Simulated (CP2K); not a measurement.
# BaTiO3 (P4mm) in CP2K: settings compared

Aim: see how the results for BaTiO3 move with the level of theory and the settings. Levels: LDA, PBEsol, r2SCAN. Tasks: band structure.

All numbers are computed with CP2K 2026.2; they aren't measurements. Logs are shortened: lines on timing, memory, paths and dates and some standing lists are left out, and cuts for length are marked.

## 1. The crystal as given

The structure is tetragonal, space group P4mm (No. 99). The conventional cell has a = 4.000 Å, b = 4.000 Å, c = 4.018 Å, α = 90.00°, β = 90.00°, γ = 90.00°. Ba (site symmetry 4mm) has 12 O at 2.79 to 2.88 Å as nearest neighbours. Ti (site symmetry 4mm) has 6 O at 1.89 to 2.13 Å as nearest neighbours. Around O (site symmetry 2mm) lie 2 Ti at 2.00 Å. O (site symmetry 4mm) is surrounded by 2 Ti at 1.89 to 2.13 Å.

## 2. Band structure, LDA

batio3_bands.inp reads:

```
&GLOBAL
  PROJECT batio3_bands
  RUN_TYPE ENERGY_FORCE
  PRINT_LEVEL LOW
&END GLOBAL
&FORCE_EVAL
  METHOD QS
  STRESS_TENSOR ANALYTICAL
  &DFT
    BASIS_SET_FILE_NAME BASIS_MOLOPT_UZH
    POTENTIAL_FILE_NAME GTH_POTENTIALS
    &MGRID
      CUTOFF 600
      REL_CUTOFF 60
      NGRIDS 5
    &END MGRID
    &QS
      METHOD GPW
      EPS_DEFAULT 1.0E-10
    &END QS
    &KPOINTS
      SCHEME MONKHORST-PACK 7 7 7
      GAMMA_CENTERED T
      SYMMETRY T
      SYMMETRY_BACKEND SPGLIB
    &END KPOINTS
    &SCF
      SCF_GUESS ATOMIC
      EPS_SCF 1.0E-6
      MAX_SCF 100
      ADDED_MOS 19
      CHOLESKY OFF
      EPS_EIGVAL 1.0E-7
      &DIAGONALIZATION ON
        ALGORITHM STANDARD
      &END DIAGONALIZATION
      &MIXING ON
        METHOD BROYDEN_MIXING
        ALPHA 0.4
        BETA 1.5
        NBUFFER 8
      &END MIXING
      &SMEAR ON
        METHOD FERMI_DIRAC
        ELECTRONIC_TEMPERATURE [K] 580.226
      &END SMEAR
    &END SCF
    &XC
      &XC_FUNCTIONAL
        &LDA_X
        &END LDA_X
        &LDA_C_PW
        &END LDA_C_PW
      &END XC_FUNCTIONAL
    &END XC
    &PRINT
      &KPOINTS ON
      &END KPOINTS
      &MULLIKEN ON
      &END MULLIKEN
      &MO ON
        ENERGIES T
        OCCUPATION_NUMBERS T
        &EACH
          QS_SCF 0
        &END EACH
        ADD_LAST NUMERIC
      &END MO
      &BAND_STRUCTURE
        FILE_NAME bands.bs
        ADDED_MOS 4
        &KPOINT_SET
          UNITS B_VECTOR
          NPOINTS 8
          SPECIAL_POINT GAMMA 0.00000000 0.00000000 0.00000000
          SPECIAL_POINT X 0.00000000 0.50000000 0.00000000
          SPECIAL_POINT M 0.50000000 0.50000000 0.00000000
          SPECIAL_POINT GAMMA 0.00000000 0.00000000 0.00000000
          SPECIAL_POINT Z 0.00000000 0.00000000 0.50000000
          SPECIAL_POINT R 0.00000000 0.50000000 0.50000000
          SPECIAL_POINT A 0.50000000 0.50000000 0.50000000
          SPECIAL_POINT Z 0.00000000 0.00000000 0.50000000
        &END KPOINT_SET
        &KPOINT_SET
          UNITS B_VECTOR
          NPOINTS 8
          SPECIAL_POINT X 0.00000000 0.50000000 0.00000000
          SPECIAL_POINT R 0.00000000 0.50000000 0.50000000
        &END KPOINT_SET
        &KPOINT_SET
          UNITS B_VECTOR
          NPOINTS 8
          SPECIAL_POINT M 0.50000000 0.50000000 0.00000000
          SPECIAL_POINT A 0.50000000 0.50000000 0.50000000
        &END KPOINT_SET
      &END BAND_STRUCTURE
    &END PRINT
  &END DFT
  &SUBSYS
    &CELL
      ABC 3.9998000000 3.9998000000 4.0180000000
      ALPHA_BETA_GAMMA 90.0000000000 90.0000000000 90.0000000000
      PERIODIC XYZ
    &END CELL
    &COORD
      SCALED
      Ba  0.0000000000 0.0000000000 0.0000000000
      Ti  0.5000000000 0.5000000000 0.4900000000
      O   0.0000000000 0.5000000000 0.5170000000
      O   0.5000000000 0.0000000000 0.5170000000
      O   0.5000000000 0.5000000000 0.0190000000
    &END COORD
    &KIND Ba
      BASIS_SET TZVP-MOLOPT-PBE-GTH-q10
      POTENTIAL GTH-PADE-q10
    &END KIND
    &KIND Ti
      BASIS_SET TZVP-MOLOPT-PBE-GTH-q12
      POTENTIAL GTH-PADE-q12
    &END KIND
    &KIND O
      BASIS_SET TZVP-MOLOPT-PBE-GTH-q6
      POTENTIAL GTH-PADE-q6
    &END KIND
    &PRINT
      &ATOMIC_COORDINATES ON
      &END ATOMIC_COORDINATES
      &CELL ON
      &END CELL
      &SYMMETRY ON
      &END SYMMETRY
    &END PRINT
  &END SUBSYS
  &PRINT
    &FORCES ON
    &END FORCES
    &STRESS_TENSOR ON
    &END STRESS_TENSOR
  &END PRINT
&END FORCE_EVAL
```

Potentials or basis: GTH_POTENTIALS Ba GTH-PADE-q10, Ti GTH-PADE-q12, O GTH-PADE-q6; TZVP-MOLOPT-PBE-GTH basis.

Launch:

```bash
$ OMP_NUM_THREADS=1 mpirun -n 2 cp2k.psmp -i batio3_bands.inp -o batio3_bands.out
```

batio3_bands.out:

```text

 CP2K| version string:                                       CP2K version 2026.2
 CP2K| Input file name                                          batio3_bands.inp

 GLOBAL| Force Environment number                                              1
 GLOBAL| Basis set file name                                    BASIS_MOLOPT_UZH
 GLOBAL| Potential file name                                      GTH_POTENTIALS
 GLOBAL| MM Potential file name                                     MM_POTENTIAL
 GLOBAL| Coordinate file name                                      __STD_INPUT__
 GLOBAL| Method name                                                        CP2K
 GLOBAL| Project name                                               batio3_bands
 GLOBAL| Run type                                                   ENERGY_FORCE
 GLOBAL| FFT library                                                       FFTW3
 GLOBAL| Diagonalization library                                       ScaLAPACK
 GLOBAL| Cholesky decomposition library                                ScaLAPACK
 GLOBAL| DGEMM library                                                      BLAS
 GLOBAL| Direct generalized diagonalization requested                          F
 GLOBAL| Matrix multiplication library                                 ScaLAPACK
 GLOBAL| Global print level                                                  LOW
 GLOBAL| Total number of message passing processes                             2
 GLOBAL| Number of threads for this process                                    1
 GLOBAL| CPU model name                                                  UNKNOWN

 CELL| Volume [angstrom^3]:                                            64.281571
 CELL| Vector a [angstrom]:       4.000     0.000     0.000   |a| =     3.999800
 CELL| Vector b [angstrom]:       0.000     4.000     0.000   |b| =     3.999800
 CELL| Vector c [angstrom]:       0.000     0.000     4.018   |c| =     4.018000
 CELL| Angle (b,c), alpha [degree]:                                    90.000000
 CELL| Angle (a,c), beta  [degree]:                                    90.000000
 CELL| Angle (a,b), gamma [degree]:                                    90.000000
 CELL| Numerically orthorhombic:                                             YES
 CELL| Periodicity                                                           XYZ

 CELL_REF| Volume [angstrom^3]:                                        64.281571
 CELL_REF| Vector a [angstrom     4.000     0.000     0.000   |a| =     3.999800
 CELL_REF| Vector b [angstrom     0.000     4.000     0.000   |b| =     3.999800
 CELL_REF| Vector c [angstrom     0.000     0.000     4.018   |c| =     4.018000
 CELL_REF| Angle (b,c), alpha [degree]:                                90.000000
 CELL_REF| Angle (a,c), beta  [degree]:                                90.000000
 CELL_REF| Angle (a,b), gamma [degree]:                                90.000000
 CELL_REF| Numerically orthorhombic:                                         YES
 CELL_REF| Periodicity                                                       XYZ

[... 8 lines left out ...]
 TOTAL NUMBERS AND MAXIMUM NUMBERS

  Total number of            - Atomic kinds:                                   3
                             - Atoms:                                          5
                             - Shell sets:                                     5
                             - Shells:                                        41
                             - Primitive Cartesian functions:                 27
                             - Cartesian basis functions:                    127
                             - Spherical basis functions:                    113

  Maximum angular momentum of- Orbital basis functions:                        3
                             - Local part of the GTH pseudopotential:          2
                             - Non-local part of the GTH pseudopotential:      3

 MODULE QUICKSTEP: ATOMIC COORDINATES IN ANGSTROM

[... 35 lines left out ...]
 MO|      1              -1.802236             -49.041348               2.000000
 MO|      2              -0.902691             -24.563462               2.000000
 MO|      3              -0.901516             -24.531510               2.000000
 MO|      4              -0.901504             -24.531166               2.000000
 MO|      5              -0.625939             -17.032661               2.000000
 MO|      6              -0.294479              -8.013192               2.000000
[... 616 lines left out ...]
 MO|     38               0.933252              25.395088               0.000000
 MO|     39               0.997770              27.150714               0.000000
 MO| Sum:                                                              40.000000
 MO| E(Fermi):            0.318217 a.u.          8.659117 eV

 [... the levels of further k-points ...]

 !-----------------------------------------------------------------------------!
                     Mulliken Population Analysis

 #  Atom  Element  Kind  Atomic population                           Net charge
       1     Ba       1          8.378700                              1.621300
       2     Ti       2         10.513782                              1.486218
       3     O        3          7.038552                             -1.038552
       4     O        3          7.038551                             -1.038551
       5     O        3          7.030415                             -1.030415
 # Total charge                             40.000000                 -0.000000

 !-----------------------------------------------------------------------------!

 KPOINTS| Band Structure Calculation
 KPOINTS| Number of k-point sets                                               3
 KPOINTS| Number of added MOs/bands                                            4
 KPOINTS| Number of k-points in set    1                                      57
 KPOINTS| In units of b-vector [2pi/Bohr]
 KPOINTS| Special point     1       GAMMA     0.000000     0.000000     0.000000
 KPOINTS| Special point     2           X     0.000000     0.500000     0.000000
 KPOINTS| Special point     3           M     0.500000     0.500000     0.000000
 KPOINTS| Special point     4       GAMMA     0.000000     0.000000     0.000000
 KPOINTS| Special point     5           Z     0.000000     0.000000     0.500000
 KPOINTS| Special point     6           R     0.000000     0.500000     0.500000
 KPOINTS| Special point     7           A     0.500000     0.500000     0.500000
 KPOINTS| Special point     8           Z     0.000000     0.000000     0.500000
 KPOINTS| Number of k-points in set    2                                       9
 KPOINTS| In units of b-vector [2pi/Bohr]
 KPOINTS| Special point     1           X     0.000000     0.500000     0.000000
 KPOINTS| Special point     2           R     0.000000     0.500000     0.500000
 KPOINTS| Number of k-points in set    3                                       9
 KPOINTS| In units of b-vector [2pi/Bohr]
 KPOINTS| Special point     1           M     0.500000     0.500000     0.000000
 KPOINTS| Special point     2           A     0.500000     0.500000     0.500000

 ENERGY| Total FORCE_EVAL ( QS ) energy [hartree]           -132.218759134577709

 FORCES| Atomic forces [hartree/bohr]
 FORCES|   Atom     x               y               z               |f|
 FORCES|      1 -9.72212133E-12 -9.41809152E-12  6.27483376E-04   6.27483376E-04
 FORCES|      2  5.31002357E-10  5.30062797E-10 -3.68722341E-03   3.68722341E-03
 FORCES|      3  2.50297580E-10  8.99772918E-11 -2.35152927E-03   2.35152927E-03
 FORCES|      4  8.96979824E-11  2.50109515E-10 -2.35152932E-03   2.35152932E-03
 FORCES|      5  8.39820178E-11  8.45198747E-11  7.22611545E-03   7.22611545E-03
 FORCES| Sum     9.45257816E-10  9.45251387E-10 -5.36683184E-04
 FORCES| Total atomic force                                       5.36683184E-04

 STRESS| Analytical stress tensor [bar]
 STRESS|                        x                   y                   z
 STRESS|      x       -7.66943300325E+04   2.14859247224E-04   6.48362036231E-05
 STRESS|      y        2.14859247224E-04  -7.66943289504E+04   6.46260795808E-05
 STRESS|      z        6.48362036231E-05   6.46260795808E-05  -6.77020271488E+04
 STRESS| 1/3 Trace                                            -7.36968953772E+04
 STRESS| Determinant                                          -3.98224689655E+14

 STRESS| Eigenvectors and eigenvalues of the analytical stress tensor [bar]
 STRESS|                        1                   2                   3
 STRESS| Eigenvalues  -7.66943300736E+04  -7.66943289093E+04  -6.77020271488E+04
 STRESS|      x           0.982190328896      0.187888684659      0.000000007210
 STRESS|      y          -0.187888684659      0.982190328896      0.000000007187
 STRESS|      z          -0.000000005731     -0.000000008414      1.000000000000
```

Run time: 91 s. Hardware: 2 MPI ranks of Arm Neoverse V1, shared host.

Results:

```
Free energy             : -3597.8554 eV
Pressure                : -7.4 GPa
Largest force           : 0.372 eV/Å
Band gap along the path : 1.70 eV, indirect (least direct gap 2.00 eV)
Mulliken charges        : Ba +1.62; Ti +1.49; O -1.04, -1.03 e
```

Forces on the atoms (eV/Å):
```
Ba   0.000  0.000  0.032
Ti   0.000  0.000 -0.190
O    0.000  0.000 -0.121
O    0.000  0.000 -0.121
O    0.000  0.000  0.372
```

Levels at the corners of the path, in eV from the valence-band top:
```
point  band 16  band 17  band 18  band 19  band 20  band 21  band 22  band 23  band 24  band 25
    Γ    -1.27    -1.17    -0.31    -0.30    -0.30     1.70     1.92     1.92     4.02     4.11
    X    -1.98    -1.87    -1.77    -0.97    -0.86     2.05     3.48     3.51     4.07     5.90
    M    -2.76    -1.81    -0.97    -0.97    -0.07     3.53     3.53     3.92     4.73     7.67
    Γ    -1.27    -1.17    -0.31    -0.30    -0.30     1.70     1.92     1.92     4.02     4.11
    Z    -1.98    -1.98    -1.98    -0.72    -0.72     1.85     3.54     3.54     4.02     6.03
    R    -2.73    -1.77    -0.91    -0.89    -0.15     3.51     3.55     3.91     4.86     7.64
    A    -2.46    -2.43    -0.08    -0.08     0.00     4.16     4.16     4.17     6.51     6.67
    Z    -1.98    -1.98    -1.98    -0.72    -0.72     1.85     3.54     3.54     4.02     6.03
    X    -1.98    -1.87    -1.77    -0.97    -0.86     2.05     3.48     3.51     4.07     5.90
    R    -2.73    -1.77    -0.91    -0.89    -0.15     3.51     3.55     3.91     4.86     7.64
    M    -2.76    -1.81    -0.97    -0.97    -0.07     3.53     3.53     3.92     4.73     7.67
    A    -2.46    -2.43    -0.08    -0.08     0.00     4.16     4.16     4.17     6.51     6.67
```

Caveat: Mulliken charges move with the basis; spin-orbit coupling is left out, which moves the levels of the heavy elements; the basis of atomic orbitals isn't converged, which shifts pressures, moduli and gaps.

[end of part 1 of 2]
